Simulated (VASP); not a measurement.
# KI (Fm-3m) in VASP: further runs

The runs below take KI through single point, relaxation of cell and atoms, with LDA.

Everything below comes from runs of VASP 6.6.1. Logs are shortened: lines on timing, memory, paths and dates and some standing lists are left out, and cuts for length are marked.

**Experimental background.**

From a printed reference work, monograph, for a bulk crystal of KI: band gap 6.32 eV.

How close the calculation comes is told below.

### Step 1. The cell of the first run

The structure is cubic, space group Fm-3m (No. 225). Conventional cell: a = 6.822 Å, b = 6.822 Å, c = 6.822 Å, α = 90.00°, β = 90.00°, γ = 90.00°. K (site symmetry m-3m) has 6 I at 3.41 Å within 4.5 Å. Within 4.5 Å of I (site symmetry m-3m) lie 6 K at 3.41 Å.

### Step 2. Single point, LDA

Input file INCAR:

```
SYSTEM = KI
  PREC = Accurate
  ENCUT = 520
  EDIFF = 1E-6
  ISMEAR = 0
  SIGMA = 0.02
  LREAL = .False.
  LASPH = .True.
  NELM = 100
  ALGO = Normal
  ISIF = 2
  LWAVE = .False.
  LCHARG = .False.
  NBANDS = 15
```

Input file KPOINTS:

```
regular mesh
0
Gamma
  6 6 6
  0 0 0
```

Input file POSCAR:

```
KI
1.0
    0.0000000000      3.4109309835      3.4109309835
    3.4109309835      0.0000000000      3.4109309835
    3.4109309835      3.4109309835      0.0000000000
K I
1 1
Direct
    0.0000000000      0.0000000000      0.0000000000
    0.5000000000      0.5000000000      0.5000000000
```

Potentials or basis: VASP PAW LDA potentials, release 64 (K_sv, I).

The run is started by

```sh
cat potpaw_LDA.64/K_sv/POTCAR potpaw_LDA.64/I/POTCAR > POTCAR
mpirun -np 1 vasp_std > vasp.out
```

OUTCAR:

```text
SYSTEM = KI
   PREC = Accurate
   ENCUT = 520
   EDIFF = 1E-6
   ISMEAR = 0
   LREAL = .False.
   LASPH = .True.
   NELM = 100
   ISIF = 2

 ion  position               nearest neighbor table
   1  0.000  0.000  0.000-   2 3.41   2 3.41   2 3.41   2 3.41   2 3.41   2 3.41
   2  0.500  0.500  0.500-   1 3.41   1 3.41   1 3.41   1 3.41   1 3.41   1 3.41

  LATTYP: Found a face centered cubic cell.
 ALAT       =     6.8218619670

  Lattice vectors:

 A1 = (   0.0000000000,   3.4109309835,   3.4109309835)
 A2 = (   3.4109309835,   0.0000000000,   3.4109309835)
 A3 = (   3.4109309835,   3.4109309835,   0.0000000000)

Analysis of symmetry for initial positions (statically):
=====================================================================
 Subroutine PRICEL returns:
 Original cell was already a primitive cell.

 Routine SETGRP: Setting up the symmetry group for a
 face centered cubic supercell.

 Subroutine GETGRP returns: Found 48 space group operations
 (whereof 48 operations were pure point group operations)
 out of a pool of 48 trial point group operations.

The static configuration has the point symmetry O_h .

Analysis of symmetry for dynamics (positions and initial velocities):
=====================================================================
 Subroutine PRICEL returns:
 Original cell was already a primitive cell.

 Routine SETGRP: Setting up the symmetry group for a
 face centered cubic supercell.

 Subroutine GETGRP returns: Found 48 space group operations
 (whereof 48 operations were pure point group operations)
 out of a pool of 48 trial point group operations.

The dynamic configuration has the point symmetry O_h .

 Subroutine INISYM returns: Found 48 space group operations
 (whereof 48 operations are pure point group operations),
 and found     1 'primitive' translations

----------------------------------------------------------------------------------------

                                     Primitive cell

  volume of cell :      79.3686

  direct lattice vectors                    reciprocal lattice vectors
     0.000000000  3.410930984  3.410930984    -0.146587545  0.146587545  0.146587545
     3.410930984  0.000000000  3.410930984     0.146587545 -0.146587545  0.146587545
     3.410930984  3.410930984  0.000000000     0.146587545  0.146587545 -0.146587545

  length of vectors
     4.823784857  4.823784857  4.823784857     0.253897076  0.253897076  0.253897076

  position of ions in fractional coordinates (direct lattice)
     0.000000000  0.000000000  0.000000000
     0.500000000  0.500000000  0.500000000

  ion indices of the primitive-cell ions
   primitive index   ion index
                 1           1
                 2           2

----------------------------------------------------------------------------------------
[... 78 lines left out ...]
   IALGO  =     38    algorithm
   IMIX   =      4    mixing-type and parameters
     AMIX     =   0.40;   BMIX     =  1.00
     AMIX_MAG =   1.60;   BMIX_MAG =  1.00
  volume/ion in A,a.u.               =      39.68       267.80
  Fermi-wavevector in a.u.,A,eV,Ry     =   0.959913  1.813973 12.536858  0.921433
  Thomas-Fermi vector in A             =   2.089151
   LORBIT       =      0    0 simple, 1 ext, 2 COOP (PROOUT), +10 PAW based schemes
   GGA     = CA    functional components
   LHFCALC =     F    Hartree Fock is set to
   AEXX    =    0.0000 exact exchange contribution
   IVDW    =     0    specifies the selected vdW correction
   LEPSILON=     F    determine dielectric tensor
   LRPA    =     F    only Hartree local field effects (RPA)
 non-spin polarized calculation
 Gauss-broadening in eV      SIGMA  =   0.02
  energy-cutoff  :      520.00
  volume of cell :       79.37
 maximum number of plane-waves:      2158
   NGX = 17   NGY = 17   NGZ = 17

 number of electron      16.0000002 magnetization

 Free energy of the ion-electron system (eV)
  ---------------------------------------------------
  ext. energy  EPLUGINS =         0.00000000
  ---------------------------------------------------
  free energy    TOTEN  =        -6.16614164 eV

  energy without entropy =       -6.16614164  energy(sigma->0) =       -6.16614164

 E-fermi :   0.0958     XC(G=0):  -8.0405

 val. band max:       -0.0288756765   @ k =   0.0000   0.0000   0.0000
 cond. band min:       3.8446521359   @ k =   0.0000   0.0000   0.0000
 fundamental gap:      3.8735278124
 Fermi energy:         0.0958085553

 k-point     1 :       0.0000    0.0000    0.0000
  band No.  band energies     occupation
      1     -28.0112      2.00000
      2     -11.7531      2.00000
      3     -11.7531      2.00000
      4     -11.7531      2.00000
      5     -10.7758      2.00000
      6      -0.0289      2.00000
      7      -0.0289      2.00000
      8      -0.0289      2.00000
      9       3.8447      0.00000
     10       6.1870      0.00000
     11       6.1870      0.00000
     12       6.1870      0.00000
     13       7.0218      0.00000
     14       7.0218      0.00000
[... 257 lines left out ...]
      2     -11.8471      2.00000
      3     -11.8205      2.00000
      4     -11.7966      2.00000
      5     -10.4826      2.00000
      6      -1.0932      2.00000
      7      -0.7223      2.00000
      8      -0.7220      2.00000
      9       5.3150      0.00000
     10       6.3844      0.00000
     11       7.3164      0.00000
     12       8.4205      0.00000
     13       8.5569      0.00000
     14       9.6483      0.00000
     15      10.2258      0.00000

------------------------ aborting loop because EDIFF is reached ----------------------------------------

  FORCE on cell =-STRESS in cart. coord.  units (eV):
  Direction    XX          YY          ZZ          XY          YZ          ZX
  --------------------------------------------------------------------------------------
  -------------------------------------------------------------------------------------
  Total        0.0101646      0.0101646      0.0101646      0.0000000     -0.0000000     -0.0000000
  in kB        0.2051876      0.2051876      0.2051876      0.0000000     -0.0000000     -0.0000000
  external PRESSURE =       0.2051876 kB  Pullay stress =       0.0000000 kB

 VOLUME and BASIS-vectors are now :
 -----------------------------------------------------------------------------
  energy-cutoff  :      520.00
  volume of cell :       79.37
      direct lattice vectors                 reciprocal lattice vectors
     0.000000000  3.410930984  3.410930984    -0.146587545  0.146587545  0.146587545
     3.410930984  0.000000000  3.410930984     0.146587545 -0.146587545  0.146587545
     3.410930984  3.410930984  0.000000000     0.146587545  0.146587545 -0.146587545

 POSITION                                       TOTAL-FORCE (eV/Angst)
 -----------------------------------------------------------------------------------
      0.00000      0.00000      0.00000        -0.000000     -0.000000      0.000000
      3.41093      3.41093      3.41093         0.000000      0.000000     -0.000000
 -----------------------------------------------------------------------------------
    total drift:                                0.000000      0.000000      0.000000

  FREE ENERGIE OF THE ION-ELECTRON SYSTEM (eV)
  ---------------------------------------------------
  free  energy   TOTEN  =        -6.1661416364 eV

  energy  without entropy=       -6.1661416364  energy(sigma->0) =       -6.16614164
```

Run time: 11 s. Hardware: 1 thread of Intel Xeon Platinum 8488C (Sapphire Rapids), shared host; peak memory 0.17 GiB.

Results:

* Free energy: -6.1661 eV
* Pressure: 0.0 GPa
* Band gap on the k mesh: 3.87 eV, direct

Caveat: spin-orbit coupling is left out, which moves the levels of the heavy elements.

### Step 3. Relaxation of cell and atoms, LDA

Input file INCAR:

```
PREC = Accurate ; ENCUT = 600
EDIFF = 1E-7 ; ISMEAR = 0
SIGMA = 0.02 ; LREAL = False
LASPH = True ; NELM = 100
ALGO = Normal ; ISIF = 3
LWAVE = False ; LCHARG = False
GGA = CA ; IBRION = 2
NSW = 100 ; EDIFFG = -0.005
```

Input file KPOINTS:

```
Automatic mesh
0
Gamma
  6 6 6
```

POSCAR is that of step 2.

Potentials or basis: VASP PAW LDA potentials, release 64 (K_sv, I).

The run is started by

```sh
cat potpaw_LDA.64/K_sv/POTCAR potpaw_LDA.64/I/POTCAR > POTCAR
mpirun -np 1 vasp_std > vasp.out
```

OUTCAR:

```text
PREC = Accurate
   ENCUT = 600
   EDIFF = 1E-7
   ISMEAR = 0
   LREAL = False
   LASPH = True
   NELM = 100
   ISIF = 3
   GGA = CA
   IBRION = 2
   NSW = 100
   EDIFFG = -0.005

 ion  position               nearest neighbor table
   1  0.000  0.000  0.000-   2 3.41   2 3.41   2 3.41   2 3.41   2 3.41   2 3.41
   2  0.500  0.500  0.500-   1 3.41   1 3.41   1 3.41   1 3.41   1 3.41   1 3.41

  LATTYP: Found a face centered cubic cell.
 ALAT       =     6.8218619670

[... 467 lines left out ...]

  FORCE on cell =-STRESS in cart. coord.  units (eV):
  Direction    XX          YY          ZZ          XY          YZ          ZX
  --------------------------------------------------------------------------------------
  -------------------------------------------------------------------------------------
  Total        0.0076876      0.0076876      0.0076876     -0.0000000      0.0000000      0.0000000
  in kB        0.1549539      0.1549539      0.1549539     -0.0000000      0.0000000      0.0000000
  external PRESSURE =       0.1549539 kB  Pullay stress =       0.0000000 kB

 VOLUME and BASIS-vectors are now :
 -----------------------------------------------------------------------------
  energy-cutoff  :      600.00
  volume of cell :       79.49
      direct lattice vectors                 reciprocal lattice vectors
     0.000000000  3.412628910  3.412628910    -0.146514612  0.146514612  0.146514612
     3.412628910  0.000000000  3.412628910     0.146514612 -0.146514612  0.146514612
     3.412628910  3.412628910  0.000000000     0.146514612  0.146514612 -0.146514612

 POSITION                                       TOTAL-FORCE (eV/Angst)
 -----------------------------------------------------------------------------------
      0.00000      0.00000      0.00000         0.000000      0.000000     -0.000000
      3.41263      3.41263      3.41263         0.000000      0.000000      0.000000
 -----------------------------------------------------------------------------------
    total drift:                                0.000000     -0.000000     -0.000000

  FREE ENERGIE OF THE ION-ELECTRON SYSTEM (eV)
  ---------------------------------------------------
  free  energy   TOTEN  =        -6.1662602105 eV

  energy  without entropy=       -6.1662602105  energy(sigma->0) =       -6.16626021

 reached required accuracy - stopping structural energy minimisation
```

CONTCAR:

```text
KI
   1.00000000000000
     0.0000000000000000    3.4126289103184657    3.4126289103184657
     3.4126289103184657    0.0000000000000000    3.4126289103184657
     3.4126289103184657    3.4126289103184657    0.0000000000000000
  K               I
     1     1
Direct
     0.0000000000000000    0.0000000000000000    0.0000000000000000
     0.5000000000000000    0.5000000000000000    0.5000000000000000

  0.00000000E+00  0.00000000E+00  0.00000000E+00
  0.00000000E+00  0.00000000E+00  0.00000000E+00
```

It took 25 s on 1 thread of Intel Xeon Platinum 8488C (Sapphire Rapids), shared host; peak memory 0.19 GiB.

What came out:

```yaml
Free_energy: -6.1663 eV
Relaxed_volume: 39.74 Å³/atom
Relaxed_cell: a = 4.826 Å, b = 4.826 Å, c = 4.826 Å, α = 60.00°, β = 60.00°, γ = 60.00°
Space_group_after_relaxing_to_0.05_Å: Fm-3m (No. 225)
Energy_gained_by_relaxing: 0.0 meV/atom
Ionic_steps: 2
Pressure_after_relaxing: 0.0 GPa
Band_gap_on_the_k_mesh: 3.87 eV, direct
```

Final structure:
```
K I
1.0
     0.00000    3.41263    3.41263
     3.41263    0.00000    3.41263
     3.41263    3.41263    0.00000
K I
1 1
Direct
  0.00000 0.00000 0.00000
  0.50000 0.50000 0.50000
```

Caveat: spin-orbit coupling is left out, which moves the levels of the heavy elements.

### Step 4. Comparison with measurements

Step 2. Measured gap of KI: 6.32 eV (a printed reference work, monograph). This calculation gives 3.87 eV (-2.45 eV). Spin-orbit coupling on I is left out. The value is that of LDA, without temperature or zero-point motion. Semilocal functionals fall short of measured gaps as a rule.
